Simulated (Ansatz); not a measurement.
Runs of Ansatz 0.2.0 on HfO2. The structure is orthorhombic, space group Pnma (No. 62). The conventional cell has a = 5.556 Å, b = 3.334 Å, c = 6.505 Å, α = 90.00°, β = 90.00°, γ = 90.00°. Around Hf (site symmetry m) lie 7 O at 2.14 to 2.27 Å. O (site symmetry m) is surrounded by 4 Hf at 2.14 to 2.17 Å. O (site symmetry m) is surrounded by 3 Hf at 2.16 to 2.27 Å. Measurements of this composition are mostly on another form, of space group No. 14.

```tsv
task	level	U	cell	k mesh	cutoff (eV)	smearing	hubbard projectors	double counting	points for each segment of the path	target pressure (GPa)	gap on the mesh (eV)	pressure (GPa)	relaxed volume (Å³/atom)	largest force (eV/Å)
relaxation of cell and atoms	RPBE+D4	-	relaxed	5 × 8 × 4	420	fermi-dirac 0.05 eV	-	-	-	-	3.52	0.0	10.05	0.01
relaxation of cell and atoms	PBE+U	Hf d U = 8 eV	relaxed	4 × 6 × 3	420	fermi-dirac 0.05 eV	ortho-atomic (the default)	fll (the default)	-	-	4.98	0.0	(a)	-
single point	PBE	-	as given	5 × 8 × 4	420	gaussian 0.013 eV	-	-	-	-	3.46	3.3	-	0.06
single point	PBE	-	as given	5 × 8 × 4	420	gaussian 0.014 eV	-	-	-	-	3.46	3.3	-	0.06
band structure	r2SCAN	-	as given	5 × 8 × 4	500	fermi-dirac 0.05 eV	-	-	10	-	3.97	-3.4	-	0.04
relaxation of cell and atoms	PBE	-	relaxed to 20 GPa	4 × 6 × 3	420	fermi-dirac 0.05 eV	-	-	-	20	(b)	20.0	-	-
```

Alike in all rows: potentials or basis Ansatz PAW; no spin polarisation.

Task: Estimate the missing entries.

Result: (a) 11.05; (b) 3.35.

Caveats: spin-orbit coupling is left out, which moves the levels of the heavy elements; odd divisions of the mesh miss points on the zone boundary, where band edges often lie, so the gap on the mesh can be too wide (some runs); the plane-wave basis is chosen anew once the cell has moved, so the energies of steps on either side of that aren't comparable (some runs); the PAW data sets come from PBE, with cores solved anew for the run's functional, which leaves a small shift of forces and pressure (some runs).

A k mesh can miss the band edges, and the runs leave out spin-orbit coupling on Hf.
